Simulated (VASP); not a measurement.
# Cu2O (Cuprite): band structure with MS2

**What was measured.**

From “Importance of surface oxygen vacancies for ultrafast hot carrier relaxation and transport in Cu2O”, 2021, arxiv:2103.03167, for a bulk crystal of Cu2O: band gap 2.17 eV (direct).

The system is Cu2O (Cuprite).

```
CELL_PARAMETERS angstrom
4.26000 0.00000 0.00000
0.00000 4.26000 0.00000
0.00000 0.00000 4.26000
ATOMIC_POSITIONS crystal
Cu 0.75000 0.25000 0.75000
Cu 0.75000 0.75000 0.25000
Cu 0.25000 0.75000 0.75000
Cu 0.25000 0.25000 0.25000
O 0.50000 0.50000 0.50000
O 0.00000 0.00000 0.00000
```

```
Program                : VASP 6.6.1
Task                   : band structure
Functional             : MS2
Potentials or basis    : VASP PAW PBE potentials, release 64 (Cu, O)
Cutoff                 : 520 eV
k mesh                 : 6 × 6 × 6
Occupations            : fermi-dirac, width 0.05 eV
Spin                   : no spin polarisation
Further INCAR settings : ALGO = Normal; EDIFF = 1e-06
```

| Quantity | Value |
| --- | --- |
| Pressure | -1.0 GPa |
| Band gap on the k mesh | 0.67 eV, direct |
| Band gap along the path | 0.67 eV, direct |

Levels at the corners of the path, in eV from the valence-band top:
```csv
point,band 25,band 26,band 27,band 28,band 29,band 30,band 31,band 32
Γ,-1.55,0.00,0.00,0.00,0.67,1.22,1.22,8.14
X,-1.45,-1.45,-0.31,-0.31,2.37,2.37,4.22,4.22
X,-1.45,-1.45,-0.31,-0.31,2.37,2.37,4.22,4.22
M,-1.47,-1.47,-0.62,-0.62,1.96,1.96,3.96,3.96
M,-1.47,-1.47,-0.62,-0.62,1.96,1.96,3.96,3.96
Γ,-1.55,0.00,0.00,0.00,0.67,1.22,1.22,8.14
Γ,-1.55,0.00,0.00,0.00,0.67,1.22,1.22,8.14
R,-0.81,-0.61,-0.61,-0.61,2.44,2.44,2.44,5.05
R,-0.81,-0.61,-0.61,-0.61,2.44,2.44,2.44,5.05
X,-1.45,-1.45,-0.31,-0.31,2.37,2.37,4.22,4.22
M,-1.47,-1.47,-0.62,-0.62,1.96,1.96,3.96,3.96
R,-0.81,-0.61,-0.61,-0.61,2.44,2.44,2.44,5.05
```

Run time: 2.5 min on 1 thread of Intel(R) Xeon(R) 6975P-C (Granite Rapids), with other jobs on the host, peak memory 0.21 GiB.

Measured gap of Cu2O: 2.17 eV (direct; quoted in “Importance of surface oxygen vacancies for ultrafast hot carrier relaxation and transport in Cu2O”, 2021, arxiv:2103.03167). This calculation gives 0.67 eV (-1.50 eV). So large a miss can be the level of theory's own, or it may mean another phase, state or a wrong row. The value is that of MS2, without temperature or zero-point motion.

Caveat: the PAW data sets were made with another functional, which shifts forces and pressure a little.
